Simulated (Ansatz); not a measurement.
# AlGaN2: the cost of one run

Method: DFT r2SCAN, scalar-relativistic, plane waves, PAW, in Ansatz 0.2.0.

2 further runs of the same task are left out: 2 set aside as unsound or not needed. Runs told in other sessions of the task aren't counted.

### Step 1. The structure to begin with

The structure is tetragonal, space group P-4m2 (No. 115). Conventional cell: a = 3.139 Å, b = 3.139 Å, c = 4.422 Å, α = 90.00°, β = 90.00°, γ = 90.00°. Al (site symmetry -4m2) is surrounded by 4 N at 1.89 Å. Ga (site symmetry -4m2) is surrounded by 4 N at 1.95 Å. N (site symmetry 2mm) is surrounded by 2 Al at 1.89 Å and 2 Ga at 1.95 Å.

Structure file:

```
Al Ga N
1.0
    -3.13853    0.00000    0.00000
     0.00000   -3.13853    0.00000
     0.00000    0.00000   13.26707
Al Ga N
3 3 6
Direct
  0.50000 0.50000 0.16667
  0.50000 0.50000 0.50000
  0.50000 0.50000 0.83333
  0.00000 0.00000 0.33333
  0.00000 0.00000 0.66667
  0.00000 0.00000 0.00000
  0.50000 0.00000 0.24636
  0.50000 0.00000 0.57969
  0.50000 0.00000 0.91303
  0.00000 0.50000 0.08697
  0.00000 0.50000 0.42031
  0.00000 0.50000 0.75364
```

It goes back to an entry of the Materials Project, which need not be the stable form.

It is built from the cell relaxed beforehand with the same method (10.89 Å³/atom).

### Step 2. The reference: the undisturbed cell on the scan's mesh

File input.yaml:

```yaml
crystal:
  lattice:
    - [-3.1385264194, 0.0, 0.0]
    - [0.0, -3.1385264194, 0.0]
    - [0.0, 0.0, 13.26707018]
  atoms:
    - { symbol: Al, position: [0.5, 0.5, 0.1666666667] }
    - { symbol: Al, position: [0.5, 0.5, 0.5] }
    - { symbol: Al, position: [0.5, 0.5, 0.8333333333] }
    - { symbol: Ga, position: [0.0, 0.0, 0.3333333333] }
    - { symbol: Ga, position: [0.0, 0.0, 0.6666666667] }
    - { symbol: Ga, position: [0.0, 0.0, 0.0] }
    - { symbol: "N", position: [0.5, 0.0, 0.246361057] }
    - { symbol: "N", position: [0.5, 0.0, 0.5796943903] }
    - { symbol: "N", position: [0.5, 0.0, 0.9130277237] }
    - { symbol: "N", position: [0.0, 0.5, 0.0869722763] }
    - { symbol: "N", position: [0.0, 0.5, 0.4203056097] }
    - { symbol: "N", position: [0.0, 0.5, 0.753638943] }
basis:
  ecutwfc: 500
kpoints:
  mp_grid: { grid: [7, 7, 2] }
hamiltonian:
  xc: r2scan
scf:
  occupations: { method: gaussian, width: 0.05 }
output:
  forces: true
  stress: true
  eigenvalues: true
```

Command:

```console
$ ansatz run input.yaml --threads 2 --pin off --max-ram 5120MiB --backend cpu --events-out ev --progress --plain --runs-dir out
```

**Question.** How long does this run take on 2 threads of AMD EPYC 7R32 (Zen 2), shared host, and how much memory does it need?

About 12 s, with a peak of 0.66 GiB.
